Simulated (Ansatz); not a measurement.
# Cu under changes of volume

One of the cells (10.866 Å³/atom); the others are scaled copies at fixed shape and fractional positions:

```
CELL_PARAMETERS angstrom
0.00000 1.75795 1.75795
1.75795 0.00000 1.75795
1.75795 1.75795 0.00000
ATOMIC_POSITIONS crystal
Cu 0.00000 0.00000 0.00000
```

| Item | Value |
| --- | --- |
| Program | Ansatz 0.2.0 |
| Functional | PBE |
| Dispersion | D4 |
| Potentials or basis | Ansatz PAW earlier set |
| Cutoff | 1050 eV |
| Density cutoff | 4200 eV |
| k mesh | 13 × 13 × 13 |
| Occupations | methfessel-paxton, width 0.05 eV |
| Spin | no spin polarisation |

```tsv
volume (Å³/atom)	energy over the lowest point (meV/atom)	pressure (GPa)
10.214	?	?
10.431	50.25	18.3
10.648	28.82	13.4
10.866	13.74	8.9
11.083	4.33	5.0
11.300	0.00	1.5
11.518	0.18	-1.7
```

**Question.** What does the run at 10.214 Å³/atom give?

**Answer.** Energy over the lowest point 78.80 meV/atom; pressure 23.9 GPa.

Worked out: A Birch-Murnaghan fit of order 3 (a polynomial in V^(-2/3)) to the other rows has its minimum at 11.40 Å³/atom with B0 = V·E''(V) = 165 GPa and B' = 5.0. It gives 78.78 meV/atom at 10.214 Å³/atom, against the run's 78.80, and -dE/dV = 23.9 GPa, against 23.9.

Energies are extrapolated to zero smearing.

Caveats: pairwise dispersion overbinds metals, which lowers pressure and volume.
